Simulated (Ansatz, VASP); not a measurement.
## Ag in VASP and in Ansatz

```xyz
1
Lattice="0.0000 2.0427 2.0427 2.0427 0.0000 2.0427 2.0427 2.0427 0.0000" Properties=species:S:1:pos:R:3 pbc="T T T"
Ag    0.0000    0.0000    0.0000
```

Alike in both runs: task single point; functional PBE; k mesh 11 × 11 × 11; occupations gaussian, width 0.023 eV; no spin polarisation.

```csv
,VASP,Ansatz
version,VASP 6.6.1,Ansatz 0.2.0
potentials or method,"VASP PAW PBE potentials, release 64 (Ag)",Ansatz PAW
plane-wave cutoff (eV),520,420
valence electrons in the cell,11,19
```

```tsv
	VASP	Ansatz	Ansatz less VASP
gap on the k mesh at the Fermi level (eV)	none	none	-
pressure (GPa)	4.1	4.3	+0.18
```

A gap of «none» marks a metal or a gap that the smearing closes. The two sets of potentials don't hold the same shells in valence.
